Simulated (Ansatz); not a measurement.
Crystal: Ge.

```
Ge
1.0
     1.39715   -2.60052    0.00000
     1.39715    2.60052    0.00000
     0.00000    0.00000    2.69823
Ge
1
Cartesian
  1.3971 0.0000 0.0000
```

This isn't the form of Ge at room conditions, which is diamond.

Base run:

```yaml
Program: Ansatz 0.2.0
Functional: PBE
Potentials_or_basis: Ansatz PAW
Cutoff: "420 eV (not typed: the program's choice for these potentials)"
k_mesh: 11 × 11 × 10
Occupations: gaussian, width 0.05 eV
Spin: no spin polarisation
```

Its results: band gap on the k mesh none (metal or under the smearing width); pressure -0.6 GPa.

Question: The run is repeated on the same cell with these changes: functional from PBE to PBEsol. What comes out?

Answer: Band gap on the k mesh none (metal or under the smearing width); pressure -4.1 GPa.

PBEsol binds more tightly than PBE, so the same cell stands under less pressure.

Caveats: the PAW data sets come from PBE, with cores solved anew for the run's functional, which leaves a small shift of forces and pressure (some runs).
